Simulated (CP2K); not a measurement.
BP:

```
CELL_PARAMETERS angstrom
3.20885 0.00000 0.00000
1.60443 2.77895 0.00000
1.60443 0.92632 2.62002
ATOMIC_POSITIONS crystal
P 0.75000 0.75000 0.75000
B 0.00000 0.00000 0.00000
```

Base run:

- Program: CP2K 2026.2
- Functional: PBE
- Potentials or basis: POTENTIAL_UZH P GTH-PBE-q5, B GTH-PBE-q3; ccGRB-D basis
- Density cutoff: 6123 eV
- k mesh: 10 × 10 × 10
- Occupations: fermi-dirac, width 0.05 eV
- Spin: no spin polarisation

Its results: band gap on the k mesh 1.60 eV, indirect (least direct gap 3.47 eV); pressure 5.3 GPa.

Problem. The run is repeated on the same cell with these changes: potentials or basis from POTENTIAL_UZH P GTH-PBE-q5, B GTH-PBE-q3; ccGRB-D basis to POTENTIAL_UZH P GTH-PBE-q5, B GTH-PBE-q3; TZV2P-MOLOPT-PBE-GTH basis; basis sets from P ccGRB-D-q5, B ccGRB-D-q3 to P TZV2P-MOLOPT-PBE-GTH-q5, B TZV2P-MOLOPT-PBE-GTH-q3. What comes out?

Solution. Band gap on the k mesh 1.28 eV, indirect (least direct gap 3.43 eV); pressure -0.1 GPa.

Caveats: the basis of atomic orbitals isn't converged, which shifts pressures, moduli and gaps.
